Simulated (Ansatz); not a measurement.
The system is MnO.

```xyz
4
Lattice="3.3717 0.0000 0.0000 -1.6859 2.9200 0.0000 0.0000 0.0000 5.3855" Properties=species:S:1:pos:R:3 pbc="T T T"
Mn    1.6859    0.9733    2.7518
Mn    0.0000    1.9467    0.0590
O     1.6859    0.9733    4.7148
O     0.0000    1.9467    2.0221
```

Measurements of this composition are mostly on another form, of space group No. 225.

Base run:

* Program: Ansatz 0.2.0
* Functional: PBEsol
* Potentials or basis: Ansatz PAW
* Cutoff: 420 eV (not typed: the program's choice for these potentials)
* k mesh: 9 × 9 × 5
* Occupations: fermi-dirac, width 0.05 eV
* Spin: collinear spin, antiferromagnetic start
* Starting moments: [4.0, -4.0, 0.0, 0.0] μB

Its results: band gap on the k mesh none (metal or under the smearing width); pressure -5.9 GPa; largest force 0.027 eV/Å.

**Question.** After a change of settings the same cell gave: band gap on the k mesh none (metal or under the smearing width); pressure -35.1 GPa; largest force 0.235 eV/Å. Which change was it?
A. spin from collinear spin, antiferromagnetic start to no spin polarisation
B. spin from collinear spin, antiferromagnetic start to collinear spin, ferrimagnetic start; moments at the start from [4.0, -4.0, 0.0, 0.0] to [4.0, -2.0, 0.0, 0.0]
C. spin from collinear spin, antiferromagnetic start to collinear spin, random start; moments at the start from [4.0, -4.0, 0.0, 0.0] to [-4.2, 3.61, 0.0, 0.0]

**Answer.** A.

Caveats: semilocal functionals often make such compounds metallic where correlation or magnetic order opens a gap, which also shifts bond lengths; the PAW data sets come from PBE, with cores solved anew for the run's functional, which leaves a small shift of forces and pressure; a pressure of tens of GPa on the cell as given is suspect, and the run, the potentials or the cell itself is likely at fault (some runs).
